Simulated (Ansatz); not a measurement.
**Zone-centre phonons of ZrN: input and output**

The calculation used Ansatz 0.2.0, DFT PBEsol, scalar-relativistic, plane waves, PAW.

Launched with:
```bash
ansatz run input.yaml --threads 1 --pin off --max-ram 3072MiB --backend cpu --events-out ev --progress --plain --runs-dir out
```

Input (bare energies are in eV):
```yaml
crystal:
  lattice:
    - [0.0, 2.276540574, 2.276540574]
    - [2.276540574, 0.0, 2.276540574]
    - [2.276540574, 2.276540574, 0.0]
  atoms:
    - { symbol: Zr, position: [0.0, 0.0, 0.0] }
    - { symbol: "N", position: [0.5, 0.5, 0.5] }
basis:
  ecutwfc: 420
kpoints:
  mp_grid: { grid: [16, 16, 16] }
hamiltonian:
  xc: pbesol
scf:
  occupations: { method: fermi_dirac, width: 0.15 }
output:
  eigenvalues: true
phonons:
  method: dfpt
  eigenvectors: true
```

Results section of the output:
```
--- Phonons (Γ-DFPT): 2 representative perturbations + reference, on 349 of 4096 k-points (Σ response iterations 6) ---
  k mesh reduced under 8 symmetry operations, with k and −k counted as one. Each operation leaves every solved perturbation unchanged. A smaller set is not used because it would not reduce the number of displacements ...
  ASR residual: 6.558e-4 → 0.000e0 eV/Å²; symmetrization residual: 1.919e-7 eV/Å²
  ASR residual per site (eV/Å²): 6.56e-4 1.39e-4
  Γ frequencies (cm⁻¹): 0.00 0.00 0.00 498.68 498.68 498.68
  non-analytic LO–TO correction: not included (Born effective charges unavailable; polar crystals: no LO–TO splitting at Γ)
```

It took 13 s on 1 thread of AMD EPYC 9R45 96-Core Processor (Zen 5) (shared host), peak memory 0.7 GiB.

In a metal, frequencies and elastic constants depend on the k mesh and the smearing, soft modes and shear constants most.